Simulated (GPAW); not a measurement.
# BAs (F-43m) in GPAW: notebook, part 2 of 2

GPAW 26.7.0. The steps go on from the part before.

## Step 3: Equation of state, OLYP

The input, run.py:

```python
from ase import Atoms
from ase.eos import EquationOfState
from ase.io import Trajectory
from ase.units import GPa
from gpaw import GPAW, PW, setup_paths

setup_paths.insert(0, '.')

atoms = Atoms(['As', 'B'],
              cell=[[0.0, 2.3885, 2.3885],
                    [2.3885, 0.0, 2.3885],
                    [2.3885, 2.3885, 0.0]],
              scaled_positions=[[0.75, 0.75, 0.75],
                                [0.0, 0.0, 0.0]],
              pbc=True)

traj = Trajectory('eos.traj', 'w')
volumes, energies = [], []
for x in [0.94, 0.96, 0.98, 1.0, 1.02, 1.04, 1.06]:
    a = atoms.copy()
    a.set_cell(atoms.cell * x**(1 / 3), scale_atoms=True)
    calc = GPAW(mode=PW(800),
                xc='GGA_X_OPTX+GGA_C_LYP',
                kpts={'size': (8, 8, 8), 'gamma': True},
                occupations={'name': 'fermi-dirac', 'width': 0.05},
                nbands=11,
                convergence={'density': 1e-05, 'energy': 1e-05},
                maxiter=150,
                txt=f'eos-{x:.2f}.txt')
    a.calc = calc
    energies.append(a.get_potential_energy(force_consistent=True))
    volumes.append(a.get_volume())
    p = -a.get_stress()[:3].mean() / GPa
    calc.write(f'eos-{x:.2f}.gpw')
    traj.write(a)
    print(f'{x:.2f} {volumes[-1]:10.4f} A^3 {energies[-1]:14.6f} eV {p:9.3f} GPa', flush=True)

v0, e0, B = EquationOfState(volumes, energies, eos='birchmurnaghan').fit()
print(f'V0 = {v0:.4f} A^3, E0 = {e0:.6f} eV, B0 = {B / GPa:.2f} GPa')
```

Potentials or basis: PAW data sets generated in the run's folder for this functional, pw.

Command:

```sh
$ gpaw-setup -f GGA_X_OPTX+GGA_C_LYP As B
$ OMP_NUM_THREADS=1 python run.py
```

Run time: 79 s. Hardware: 1 thread of Arm Neoverse V1, shared host; peak memory 0.27 GiB.

It converged, with:

- Equilibrium volume: 13.94 Å³/atom
- Bulk modulus: 129 GPa
- Pressure derivative of the bulk modulus: 4.2

Energy against volume, from the lowest point:
```
volume (Å³/atom)  energy (meV/atom)
          12.809              42.92
          13.081              23.84
          13.354              10.70
          13.626               2.93
          13.899               0.00
          14.171               1.45
          14.444               6.84
```

## Step 4: Single point, TB-mBJ

The input, run.py:

```python
import spglib
from ase import Atoms
from ase.dft.bandgap import bandgap
from ase.io import read, write
from gpaw import GPAW, PW

atoms = read('BAs.cif')
cell, positions, numbers = spglib.find_primitive(
    (atoms.cell[:], atoms.get_scaled_positions(), atoms.numbers), symprec=1e-4)
atoms = Atoms(numbers, cell=cell, scaled_positions=positions, pbc=True)

calc = GPAW(mode=PW(800),
            xc='TB09',
            kpts={'size': (8, 8, 8), 'gamma': True},
            occupations={'name': 'fermi-dirac', 'width': 0.05},
            nbands=11,
            convergence={'density': 1e-05, 'energy': 1e-05},
            eigensolver='cg',
            maxiter=150,
            txt='gpaw.txt')
atoms.calc = calc
energy = atoms.get_potential_energy()
calc.write('gs.gpw')
write('result.traj', atoms)
print('Fermi level:', round(calc.get_fermi_level(), 4), 'eV')
print(f'Gap: {bandgap(calc)[0]:.4f} eV, direct: {bandgap(calc, direct=True)[0]:.4f} eV')
```

The input, BAs.cif:

```cif
data_BAs
_cell_length_a 4.77700000
_cell_length_b 4.77700000
_cell_length_c 4.77700000
_cell_angle_alpha 90.00000000
_cell_angle_beta 90.00000000
_cell_angle_gamma 90.00000000
_space_group_name_H-M_alt 'F-43m'
_space_group_name_Hall 'F -4 2 3'
_space_group_IT_number 216
loop_
_space_group_symop_operation_xyz
'x,y,z'
'y,-x,-z'
'-x,-y,z'
'-y,x,-z'
'x,-y,-z'
'y,x,z'
'-x,y,-z'
'-y,-x,z'
'z,x,y'
'-z,y,-x'
'z,-x,-y'
'-z,-y,x'
'-z,x,-y'
'z,y,x'
'-z,-x,y'
'z,-y,-x'
'y,z,x'
'-x,-z,y'
'-y,z,-x'
'x,-z,-y'
'-y,-z,x'
'x,z,y'
'y,-z,-x'
'-x,z,-y'
'x,y+1/2,z+1/2'
'y,-x+1/2,-z+1/2'
'-x,-y+1/2,z+1/2'
'-y,x+1/2,-z+1/2'
'x,-y+1/2,-z+1/2'
'y,x+1/2,z+1/2'
'-x,y+1/2,-z+1/2'
'-y,-x+1/2,z+1/2'
'z,x+1/2,y+1/2'
'-z,y+1/2,-x+1/2'
'z,-x+1/2,-y+1/2'
'-z,-y+1/2,x+1/2'
'-z,x+1/2,-y+1/2'
'z,y+1/2,x+1/2'
'-z,-x+1/2,y+1/2'
'z,-y+1/2,-x+1/2'
'y,z+1/2,x+1/2'
'-x,-z+1/2,y+1/2'
'-y,z+1/2,-x+1/2'
'x,-z+1/2,-y+1/2'
'-y,-z+1/2,x+1/2'
'x,z+1/2,y+1/2'
'y,-z+1/2,-x+1/2'
'-x,z+1/2,-y+1/2'
'x+1/2,y,z+1/2'
'y+1/2,-x,-z+1/2'
'-x+1/2,-y,z+1/2'
'-y+1/2,x,-z+1/2'
'x+1/2,-y,-z+1/2'
'y+1/2,x,z+1/2'
'-x+1/2,y,-z+1/2'
'-y+1/2,-x,z+1/2'
'z+1/2,x,y+1/2'
'-z+1/2,y,-x+1/2'
'z+1/2,-x,-y+1/2'
'-z+1/2,-y,x+1/2'
'-z+1/2,x,-y+1/2'
'z+1/2,y,x+1/2'
'-z+1/2,-x,y+1/2'
'z+1/2,-y,-x+1/2'
'y+1/2,z,x+1/2'
'-x+1/2,-z,y+1/2'
'-y+1/2,z,-x+1/2'
'x+1/2,-z,-y+1/2'
'-y+1/2,-z,x+1/2'
'x+1/2,z,y+1/2'
'y+1/2,-z,-x+1/2'
'-x+1/2,z,-y+1/2'
'x+1/2,y+1/2,z'
'y+1/2,-x+1/2,-z'
'-x+1/2,-y+1/2,z'
'-y+1/2,x+1/2,-z'
'x+1/2,-y+1/2,-z'
'y+1/2,x+1/2,z'
'-x+1/2,y+1/2,-z'
'-y+1/2,-x+1/2,z'
'z+1/2,x+1/2,y'
'-z+1/2,y+1/2,-x'
'z+1/2,-x+1/2,-y'
'-z+1/2,-y+1/2,x'
'-z+1/2,x+1/2,-y'
'z+1/2,y+1/2,x'
'-z+1/2,-x+1/2,y'
'z+1/2,-y+1/2,-x'
'y+1/2,z+1/2,x'
'-x+1/2,-z+1/2,y'
'-y+1/2,z+1/2,-x'
'x+1/2,-z+1/2,-y'
'-y+1/2,-z+1/2,x'
'x+1/2,z+1/2,y'
'y+1/2,-z+1/2,-x'
'-x+1/2,z+1/2,-y'
loop_
_atom_site_label
_atom_site_type_symbol
_atom_site_symmetry_multiplicity
_atom_site_Wyckoff_symbol
_atom_site_fract_x
_atom_site_fract_y
_atom_site_fract_z
_atom_site_occupancy
As1 As 4 c 0.2500000000 0.2500000000 0.2500000000 1
B1 B 4 a 0.0000000000 0.0000000000 0.0000000000 1
```

Potentials or basis: GPAW PAW data sets for LDA (gpaw-data 1.2.1), pw.

Command:

```sh
$ OMP_NUM_THREADS=1 python run.py
```

Wall time 37 s (1 thread of Arm Neoverse V1, shared host); peak memory 0.23 GiB.

The run converged. Its results:

```yaml
Band_gap_on_the_k_mesh: 1.76 eV, indirect (least direct gap 3.80 eV)
```

Levels at points of the mesh, in eV from the valence-band top:
| k point | band 1 | band 2 | band 3 | band 4 | band 5 | band 6 | band 7 |
| --- | --- | --- | --- | --- | --- | --- | --- |
| (0.00, 0.00, 0.00) | -15.24 | 0.00 | 0.00 | 0.00 | 3.80 | 3.80 | 3.80 |
| (0.50, 0.50, 0.00) | -10.96 | -8.57 | -3.93 | -3.93 | 1.92 | 2.14 | 12.44 |
| (0.50, 0.50, 0.50) | -12.37 | -8.63 | -1.74 | -1.74 | 3.28 | 5.28 | 5.28 |

Caveat: a model potential gives levels but no total energy; the PAW data sets were made with another functional, which shifts forces and pressure a little.

## Step 5: Band structure, PBE

The input, run.py:

```python
from ase import Atoms
from ase.dft.bandgap import bandgap
from ase.io import write
from gpaw import GPAW

atoms = Atoms(['As', 'B'],
              cell=[[0.0, 2.3885, 2.3885],
                    [2.3885, 0.0, 2.3885],
                    [2.3885, 2.3885, 0.0]],
              scaled_positions=[[0.75, 0.75, 0.75],
                                [0.0, 0.0, 0.0]],
              pbc=True)

calc = GPAW(mode='lcao',
            h=0.16,
            basis='dzp',
            xc='PBE',
            kpts={'size': (8, 8, 8), 'gamma': True},
            occupations={'name': 'fermi-dirac', 'width': 0.05},
            convergence={'density': 1e-05, 'energy': 1e-05},
            maxiter=150,
            txt='gpaw.txt')
atoms.calc = calc
energy = atoms.get_potential_energy()
forces = atoms.get_forces()
calc.write('gs.gpw')
write('result.traj', atoms)
print(f'Energy: {energy:.6f} eV')
print('Forces (eV/A):')
print(forces.round(4))
print('Fermi level:', round(calc.get_fermi_level(), 4), 'eV')
print(f'Gap: {bandgap(calc)[0]:.4f} eV, direct: {bandgap(calc, direct=True)[0]:.4f} eV')

path = atoms.cell.bandpath('GXWKGLUWLK,UX', npoints=60, eps=1e-4)
bs_calc = calc.fixed_density(kpts=path, symmetry='off', txt='bands.txt')
bs = bs_calc.band_structure()
bs.write('bs.json')
print(f'Gap on the path: {bandgap(bs_calc)[0]:.4f} eV')
```

Potentials or basis: GPAW PAW data sets (gpaw-data 1.2.1), lcao:dzp.

Command:

```sh
$ OMP_NUM_THREADS=1 python run.py
```

Run time: 63 s. Hardware: 1 thread of Arm Neoverse V1, shared host; peak memory 0.19 GiB.

It converged, with:

```
Free energy             : -11.1871 eV
Band gap on the k mesh  : 1.27 eV, indirect (least direct gap 3.44 eV)
Band gap along the path : 1.27 eV, indirect (least direct gap 3.44 eV)
```

Levels at the corners of the path, in eV from the valence-band top:
| point | band 1 | band 2 | band 3 | band 4 | band 5 | band 6 | band 7 |
| --- | --- | --- | --- | --- | --- | --- | --- |
| Γ | -15.39 | 0.00 | 0.00 | 0.00 | 3.44 | 3.44 | 3.44 |
| X | -11.23 | -8.53 | -4.06 | -4.06 | 1.51 | 1.57 | 11.49 |
| W | -11.07 | -8.07 | -5.47 | -5.19 | 5.55 | 6.15 | 7.04 |
| K | -11.27 | -8.15 | -5.94 | -3.47 | 2.16 | 5.85 | 9.44 |
| Γ | -15.39 | 0.00 | 0.00 | 0.00 | 3.44 | 3.44 | 3.44 |
| L | -12.54 | -8.79 | -1.81 | -1.81 | 2.77 | 5.18 | 5.18 |
| U | -11.27 | -8.15 | -5.94 | -3.47 | 2.16 | 5.85 | 9.44 |
| W | -11.07 | -8.07 | -5.47 | -5.19 | 5.55 | 6.15 | 7.04 |
| L | -12.54 | -8.79 | -1.81 | -1.81 | 2.77 | 5.18 | 5.18 |
| K | -11.27 | -8.15 | -5.94 | -3.47 | 2.16 | 5.85 | 9.44 |
| U | -11.27 | -8.15 | -5.94 | -3.47 | 2.16 | 5.85 | 9.44 |
| X | -11.23 | -8.53 | -4.06 | -4.06 | 1.51 | 1.57 | 11.49 |

Caveat: the real-space grid adds noise to forces; the basis of atomic orbitals isn't converged, which shifts pressures, moduli and gaps.

## Step 6: For comparison

An earlier run on the cell as given: functional PBE; potentials or basis GPAW PAW data sets (gpaw-data 1.2.1); cutoff 800 eV; basis pw; k mesh 10 × 10 × 10; occupations fermi-dirac, width 0.05 eV; no spin polarisation.

* Pressure: 3.3 GPa
* Band gap on the k mesh: 1.18 eV, indirect (least direct gap 3.29 eV)

## Step 7: The runs side by side

| task | level | potentials or basis | k mesh | cutoff (eV) | band path | band points | grid spacing | gap on the mesh (eV) |
| --- | --- | --- | --- | --- | --- | --- | --- | --- |
| equation of state | OLYP | PAW data sets generated in the run's folder for this functional, pw | 8 × 8 × 8 | 800 | - | - | - | - |
| single point | TB-mBJ | GPAW PAW data sets for LDA (gpaw-data 1.2.1), pw | 8 × 8 × 8 | 800 | - | - | - | 1.76 |
| band structure | PBE | GPAW PAW data sets (gpaw-data 1.2.1), lcao:dzp | 8 × 8 × 8 | - | GXWKGLUWLK,UX | 60 | 0.16 Å | 1.27 |
| single point | PBE | GPAW PAW data sets (gpaw-data 1.2.1), pw | 10 × 10 × 10 | 800 | - | - | - | 1.18 |

Alike in all rows: no spin polarisation; cell as given; smearing fermi-dirac 0.05 eV.

Caveats: a model potential gives levels but no total energy (some runs); the PAW data sets were made with another functional, which shifts forces and pressure a little (some runs); the real-space grid adds noise to forces (some runs); the basis of atomic orbitals isn't converged, which shifts pressures, moduli and gaps (some runs).

Total energies depend on the potentials used, so only differences within one code and one set of settings carry meaning.

## Step 8: How close it comes

Step 3. A measured bulk modulus of BAs is 148 GPa (quoted in “Basic Physical Properties of Cubic Boron Arsenide”, 2019, arxiv:1911.11281); the calculated 129 GPa misses it by -12.6 %. The fit is for a static lattice scaled at fixed shape and fixed fractional positions.
